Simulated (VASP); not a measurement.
# MoS2 (R-3m) in VASP: further runs

Runs on MoS2. Level: PBE+U. Tasks: single point.

Everything below comes from runs of VASP 6.6.1. Logs are shortened: lines on timing, memory, paths and dates and some standing lists are left out, and cuts for length are marked.

## (1) The structure

It takes space group R-3m (No. 166, trigonal). The conventional cell has a = 3.171 Å, b = 3.171 Å, c = 18.345 Å, α = 90.00°, β = 90.00°, γ = 120.00°. Around Mo (site symmetry -3m) lie 6 S at 2.39 Å. Around S (site symmetry 3m) lie 3 Mo at 2.39 Å.

Measurements of this composition are mostly on another form, of space group No. 194.

## (2) Single point, PBE+U, collinear spin, typed start

INCAR reads:

```
SYSTEM = MoS2
PREC = Accurate
ENCUT = 520
EDIFF = 1E-7
ISMEAR = 0
SIGMA = 0.05
LREAL = .False.
LASPH = .True.
NELM = 150
ALGO = Normal
ISIF = 2
LWAVE = .False.
LCHARG = .False.
ISPIN = 2
MAGMOM = 2 0 0
LORBIT = 11
LMAXMIX = 4
LDAU = .True.
LDAUTYPE = 2
LDAUL = 2 -1
LDAUU = 4 0
LDAUJ = 0 0
LDAUPRINT = 1
GGA = PE
NBANDS = 24
```

KPOINTS reads:

```
regular mesh
0
Gamma
  7 7 7
  0 0 0
```

POSCAR reads:

```
MoS2
1.0
    1.5855002900      0.9153890200      6.1149982500
   -1.5855002900      0.9153890200      6.1149982500
    0.0000000000     -1.8307780400      6.1149982500
Mo S
1 2
Direct
    0.0000000000      0.0000000000      0.0000000000
    0.7500000000      0.7500000000      0.7500000000
    0.2500000000      0.2500000000      0.2500000000
```

Potentials or basis: VASP PAW PBE potentials, release 64 (Mo_sv, S).

On the command line:

```sh
cat potpaw_PBE.64/Mo_sv/POTCAR potpaw_PBE.64/S/POTCAR > POTCAR
mpirun -np 1 vasp_std > vasp.out
```

OUTCAR:

```text
SYSTEM = MoS2
   PREC = Accurate
   ENCUT = 520
   EDIFF = 1E-7
   ISMEAR = 0
   LREAL = .False.
   LASPH = .True.
   NELM = 150
   ISIF = 2
   ISPIN = 2
   LORBIT = 11
   GGA = PE

 ion  position               nearest neighbor table
   1  0.000  0.000  0.000-   2 2.39   2 2.39   3 2.39   3 2.39   2 2.39   3 2.39
   2  0.750  0.750  0.750-   1 2.39   1 2.39   1 2.39
   3  0.250  0.250  0.250-   1 2.39   1 2.39   1 2.39

  LATTYP: Found a trigonal (rhomboedric) cell.
 ALAT       =     6.3831772516
 COS(alpha) =     0.8766074785

  Lattice vectors:

 A1 = (   1.5855002900,   0.9153890200,   6.1149982500)
 A2 = (  -1.5855002900,   0.9153890200,   6.1149982500)
 A3 = (   0.0000000000,  -1.8307780400,   6.1149982500)

Analysis of symmetry for initial positions (statically):
=====================================================================
 Subroutine PRICEL returns:
 Original cell was already a primitive cell.

 Routine SETGRP: Setting up the symmetry group for a
 trigonal (rhombohedral) supercell.

 Subroutine GETGRP returns: Found 12 space group operations
 (whereof 12 operations were pure point group operations)
 out of a pool of 12 trial point group operations.

The static configuration has the point symmetry D_3d.

Analysis of symmetry for dynamics (positions and initial velocities):
=====================================================================
 Subroutine PRICEL returns:
 Original cell was already a primitive cell.

 Routine SETGRP: Setting up the symmetry group for a
 trigonal (rhombohedral) supercell.

 Subroutine GETGRP returns: Found 12 space group operations
 (whereof 12 operations were pure point group operations)
 out of a pool of 12 trial point group operations.

The dynamic configuration has the point symmetry D_3d.

Analysis of structural, dynamic, and magnetic symmetry:
=====================================================================
 Subroutine PRICEL returns:
 Original cell was already a primitive cell.

 Routine SETGRP: Setting up the symmetry group for a
 trigonal (rhombohedral) supercell.

 Subroutine GETGRP returns: Found 12 space group operations
 (whereof 12 operations were pure point group operations)
 out of a pool of 12 trial point group operations.

The overall configuration has the point symmetry D_3d.

 Subroutine INISYM returns: Found 12 space group operations
 (whereof 12 operations are pure point group operations),
 and found     1 'primitive' translations

----------------------------------------------------------------------------------------

                                     Primitive cell

  volume of cell :      53.2500

  direct lattice vectors                    reciprocal lattice vectors
     1.585500290  0.915389020  6.114998250     0.315357874  0.182071953  0.054510781
    -1.585500290  0.915389020  6.114998250    -0.315357874  0.182071953  0.054510781
     0.000000000 -1.830778040  6.114998250     0.000000000 -0.364143906  0.054510781

  length of vectors
     6.383177252  6.383177252  6.383177252     0.368201317  0.368201317  0.368201317

  position of ions in fractional coordinates (direct lattice)
     0.000000000  0.000000000  0.000000000
     0.750000000  0.750000000  0.750000000
     0.250000000  0.250000000  0.250000000

  ion indices of the primitive-cell ions
   primitive index   ion index
                 1           1
                 2           2
                 3           3

----------------------------------------------------------------------------------------

 KPOINTS: regular mesh

Automatic generation of k-mesh.
[... 71 lines left out ...]
   NFREE  =      0    steps in history (QN), initial steepest desc. (CG)
   ISIF   =      2    stress and relaxation
   ISYM   =      2    0-nonsym 1-usesym 2-fastsym
   POTIM  = 0.5000    time-step for ionic-motion
   TEBEG  =    0.0;   TEEND  =   0.0 temperature during run
   PSTRESS=    0.0 pullay stress
   NELECT =      26.0000    total number of electrons
   NUPDOWN=      -1.0000    fix difference up-down
   EMIN   =  10.00;   EMAX   =-10.00  energy-range for DOS
   EFERMI =   0.00;   METHOD = LEGACY
   ISMEAR =     0;   SIGMA  =   0.05  broadening in eV -4-tet -1-fermi 0-gaus
   EFERMI_NEDOS =   21; number of points for ismear=-14 and -15
   IALGO  =     38    algorithm
   IMIX   =      4    mixing-type and parameters
     AMIX     =   0.40;   BMIX     =  1.00
     AMIX_MAG =   1.60;   BMIX_MAG =  1.00
  volume/ion in A,a.u.               =      17.75       119.78
  Fermi-wavevector in a.u.,A,eV,Ry     =   1.289118  2.436080 22.610512  1.661826
  Thomas-Fermi vector in A             =   2.421031
   LORBIT       =     11    0 simple, 1 ext, 2 COOP (PROOUT), +10 PAW based schemes
 LDA+U is selected, type is set to LDAUTYPE =  2
   angular momentum for each species LDAUL =     2   -1
   U (eV)           for each species LDAUU =   4.0  0.0
   J (eV)           for each species LDAUJ =   0.0  0.0
   GGA     = PE    functional components
   LHFCALC =     F    Hartree Fock is set to
   AEXX    =    0.0000 exact exchange contribution
   IVDW    =     0    specifies the selected vdW correction
   LEPSILON=     F    determine dielectric tensor
   LRPA    =     F    only Hartree local field effects (RPA)
 spin polarized calculation
 Gauss-broadening in eV      SIGMA  =   0.05
  energy-cutoff  :      520.00
  volume of cell :       53.25
 maximum number of plane-waves:      1447
   NGX = 23   NGY = 23   NGZ = 23

atom =   1  type =  1  l = 2

 onsite density matrix

spin component  1

  0.3809 -0.0000  0.0000 -0.0291  0.0000
 -0.0000  0.4443 -0.0000 -0.0000 -0.0291
  0.0000 -0.0000  0.3659  0.0000  0.0000
 -0.0291 -0.0000  0.0000  0.4443 -0.0000
  0.0000 -0.0291  0.0000 -0.0000  0.3809

spin component  2

  0.3352 -0.0000 -0.0000  0.0021  0.0000
 -0.0000  0.4187  0.0000 -0.0000  0.0021
 -0.0000  0.0000  0.3951  0.0000  0.0000
  0.0021 -0.0000  0.0000  0.4187 -0.0000
  0.0000  0.0021  0.0000 -0.0000  0.3352

 occupancies and eigenvectors

  o =  0.3351  v =  0.0000  0.0000  0.0000  0.0000  0.0000  0.9997  0.0000  0.0000 -0.0255 -0.0000      0.0000  0.0000  0.0000  0.0000  0.0000  0.0000  0.0000  0.0000  0.0000  0.0000
  o =  0.3351  v =  0.0000  0.0000  0.0000  0.0000  0.0000  0.0000 -0.0255 -0.0000 -0.0000  0.9997      0.0000  0.0000  0.0000  0.0000  0.0000  0.0000  0.0000  0.0000  0.0000  0.0000
  o =  0.3659  v = -0.0000 -0.0000  1.0000 -0.0000 -0.0000  0.0000  0.0000  0.0000  0.0000  0.0000      0.0000  0.0000  0.0000  0.0000  0.0000  0.0000  0.0000  0.0000  0.0000  0.0000
  o =  0.3696  v =  0.9321  0.0000  0.0000  0.3623  0.0000  0.0000  0.0000  0.0000  0.0000  0.0000      0.0000  0.0000  0.0000  0.0000  0.0000  0.0000  0.0000  0.0000  0.0000  0.0000
  o =  0.3696  v =  0.0000 -0.3623 -0.0000  0.0000 -0.9321  0.0000  0.0000  0.0000  0.0000  0.0000      0.0000  0.0000  0.0000  0.0000  0.0000  0.0000  0.0000  0.0000  0.0000  0.0000
  o =  0.3951  v =  0.0000  0.0000  0.0000  0.0000  0.0000  0.0000  0.0000 -1.0000  0.0000 -0.0000      0.0000  0.0000  0.0000  0.0000  0.0000  0.0000  0.0000  0.0000  0.0000  0.0000
  o =  0.4188  v =  0.0000  0.0000  0.0000  0.0000  0.0000  0.0255  0.0000  0.0000  0.9997  0.0000      0.0000  0.0000  0.0000  0.0000  0.0000  0.0000  0.0000  0.0000  0.0000  0.0000
  o =  0.4188  v =  0.0000  0.0000  0.0000  0.0000  0.0000 -0.0000  0.9997  0.0000 -0.0000  0.0255      0.0000  0.0000  0.0000  0.0000  0.0000  0.0000  0.0000  0.0000  0.0000  0.0000
  o =  0.4556  v = -0.3623  0.0000 -0.0000  0.9321 -0.0000  0.0000  0.0000  0.0000  0.0000  0.0000      0.0000  0.0000  0.0000  0.0000  0.0000  0.0000  0.0000  0.0000  0.0000  0.0000
  o =  0.4556  v =  0.0000  0.9321 -0.0000 -0.0000 -0.3623  0.0000  0.0000  0.0000  0.0000  0.0000      0.0000  0.0000  0.0000  0.0000  0.0000  0.0000  0.0000  0.0000  0.0000  0.0000

 number of electron      25.9999998 magnetization       0.1509779

 Free energy of the ion-electron system (eV)
  ---------------------------------------------------
  ext. energy  EPLUGINS =         0.00000000
  ---------------------------------------------------
  free energy    TOTEN  =       -16.16698158 eV

  energy without entropy =      -16.16500237  energy(sigma->0) =      -16.16599197

 E-fermi :   7.9937     XC(G=0): -10.8273

 val. band max:        7.9770464903   @ k =  -0.4286   0.2857   0.0000
 cond. band min:       8.0205970170   @ k =  -0.2857   0.2857   0.0000
 fundamental gap:      0.0435505266
 Fermi energy:         7.9936860191

 spin component 1

 k-point     1 :       0.0000    0.0000    0.0000
  band No.  band energies     occupation
      1     -54.3606      1.00000
      2     -28.3780      1.00000
      3     -28.3676      1.00000
      4     -28.3676      1.00000
      5      -7.3788      1.00000
      6      -5.7225      1.00000
[... 1289 lines left out ...]
     23      18.7268      0.00000
     24      19.9183      0.00000

 [... further k-points ...]

------------------------ aborting loop because EDIFF is reached ----------------------------------------

  FORCE on cell =-STRESS in cart. coord.  units (eV):
  Direction    XX          YY          ZZ          XY          YZ          ZX
  --------------------------------------------------------------------------------------
  -------------------------------------------------------------------------------------
  Total        3.1271011      3.1271011      4.2210770      0.0000000      0.0000000      0.0000000
  in kB       94.0877095     94.0877096    127.0030767      0.0000000      0.0000000      0.0000000
  external PRESSURE =     105.0594986 kB  Pullay stress =       0.0000000 kB

 VOLUME and BASIS-vectors are now :
 -----------------------------------------------------------------------------
  energy-cutoff  :      520.00
  volume of cell :       53.25
      direct lattice vectors                 reciprocal lattice vectors
     1.585500290  0.915389020  6.114998250     0.315357874  0.182071953  0.054510781
    -1.585500290  0.915389020  6.114998250    -0.315357874  0.182071953  0.054510781
     0.000000000 -1.830778040  6.114998250     0.000000000 -0.364143906  0.054510781

 POSITION                                       TOTAL-FORCE (eV/Angst)
 -----------------------------------------------------------------------------------
      0.00000      0.00000      0.00000         0.000000      0.000000     -0.000000
      0.00000      0.00000     13.75875        -0.000000      0.000000      1.206521
      0.00000      0.00000      4.58625        -0.000000     -0.000000     -1.206521
 -----------------------------------------------------------------------------------
    total drift:                               -0.000000     -0.000000      0.000000

  FREE ENERGIE OF THE ION-ELECTRON SYSTEM (eV)
  ---------------------------------------------------
  free  energy   TOTEN  =       -16.1669815785 eV

  energy  without entropy=      -16.1650023694  energy(sigma->0) =      -16.16599197

 total charge

# of ion       s       p       d       tot
------------------------------------------
    1        2.312   6.242   3.865  12.419
    2        1.367   2.358   0.000   3.724
    3        1.367   2.358   0.000   3.724
--------------------------------------------------
tot          5.045  10.957   3.865  19.867

 magnetization (x)

# of ion       s       p       d       tot
------------------------------------------
    1        0.001   0.000   0.113   0.115
    2        0.001   0.006   0.000   0.007
    3        0.001   0.006   0.000   0.007
--------------------------------------------------
tot          0.003   0.012   0.113   0.128
```

Run time: 2.5 min. Hardware: 1 thread of Intel Xeon 6975P-C (Granite Rapids), shared host; peak memory 0.43 GiB.

What came out:

- Free energy: -16.1670 eV
- Pressure: 10.5 GPa
- Largest force: 1.207 eV/Å
- Band gap on the k mesh: none (metal or under the smearing width)
- Net moment: 0.15 μB per cell
- Site moments: Mo +0.12; S +0.01 μB
- Valence electrons inside the program's atomic spheres: Mo 12.42; S 3.72

Forces on the atoms (eV/Å):
```
Mo   0.000  0.000  0.000
S    0.000  0.000  1.207
S    0.000  0.000 -1.207
```

Eigenvalues of the final occupation matrices:
```
    site  spin  trace               eigenvalues
site 1 d     1   2.02  0.37 0.37 0.37 0.46 0.46
site 1 d     2   1.90  0.34 0.34 0.40 0.42 0.42
```

Caveat: the cell's inner coordinates are idealised or old, which leaves forces on the atoms. The state reached can hang on the start; a lower one may exist.

## (3) Single point, PBE+U, collinear spin, twin_end start

INCAR reads:

```
ALGO     = Normal         # electronic algorithm
EDIFF    = 1E-7           # SCF threshold, eV
ENCUT    = 520            # plane-wave cutoff, eV
GGA      = PE             # functional
ISIF     = 2              # what is computed and relaxed
ISMEAR   = 0              # smearing method
ISPIN    = 2              # spin polarisation
LASPH    = T              # aspherical terms in the spheres
LCHARG   = F              # write CHGCAR
LDAU     = T              # DFT+U
LDAUJ    = 0 0          
LDAUL    = 2 -1           # shell
LDAUPRINT= 1            
LDAUTYPE = 2            
LDAUU    = 4 0            # U, eV
LMAXMIX  = 4              # l up to which the mixer works
LORBIT   = 11             # projections on sites
LREAL    = F              # projectors in reciprocal space
LWAVE    = F              # write WAVECAR
MAGMOM   = 1.22 -0.04 -0.04 # initial moments
NBANDS   = 24             # bands
NELM     = 150            # most SCF steps
PREC     = Accurate       # precision mode
SIGMA    = 0.05           # smearing width, eV
```

KPOINTS reads:

```
k-points
0
Gamma
  7 7 7
```

POSCAR is that of step 2.

Potentials or basis: VASP PAW PBE potentials, release 64 (Mo_sv, S).

On the command line:

```sh
cat potpaw_PBE.64/Mo_sv/POTCAR potpaw_PBE.64/S/POTCAR > POTCAR
mpirun -np 1 vasp_std > vasp.out
```

It took 2.3 min on 1 thread of Intel Xeon 6975P-C (Granite Rapids), shared host; peak memory 0.43 GiB.

Results (log left out):

```
Free energy                                           : -16.1670 eV
Pressure                                              : 10.5 GPa
Largest force                                         : 1.207 eV/Å
Band gap on the k mesh                                : none (metal or under the smearing width)
Net moment                                            : 0.15 μB per cell
Site moments                                          : Mo +0.12; S +0.01 μB
Valence electrons inside the program's atomic spheres : Mo 12.42; S 3.72
```

Forces on the atoms (eV/Å):
```
Mo   0.000  0.000  0.000
S    0.000  0.000  1.207
S    0.000  0.000 -1.207
```

Stress tensor (GPa, compression positive):
```
 9.41  0.00  0.00
 0.00  9.41  0.00
 0.00  0.00 12.70
```

Levels at points of the mesh, in eV from the Fermi level:
Spin up:
| k point | band 9 | band 10 | band 11 | band 12 | band 13 | band 14 | band 15 | band 16 | band 17 | band 18 |
| --- | --- | --- | --- | --- | --- | --- | --- | --- | --- | --- |
| (0.00, 0.00, 0.00) | -4.28 | -1.96 | -1.36 | -1.36 | -1.24 | -0.42 | -0.42 | 3.27 | 3.27 | 5.88 |
Spin down:
```
           k point  band 11  band 12  band 13  band 14  band 15  band 16
(0.00, 0.00, 0.00)    -1.30    -1.02    -1.02    -0.40    -0.40     3.32
```

Eigenvalues of the final occupation matrices:
```csv
site,spin,trace,eigenvalues
site 1 d,1,2.02,0.37 0.37 0.37 0.46 0.46
site 1 d,2,1.90,0.34 0.34 0.40 0.42 0.42
```

Caveat: the cell's inner coordinates are idealised or old, which leaves forces on the atoms. The state reached can hang on the start; a lower one may exist.
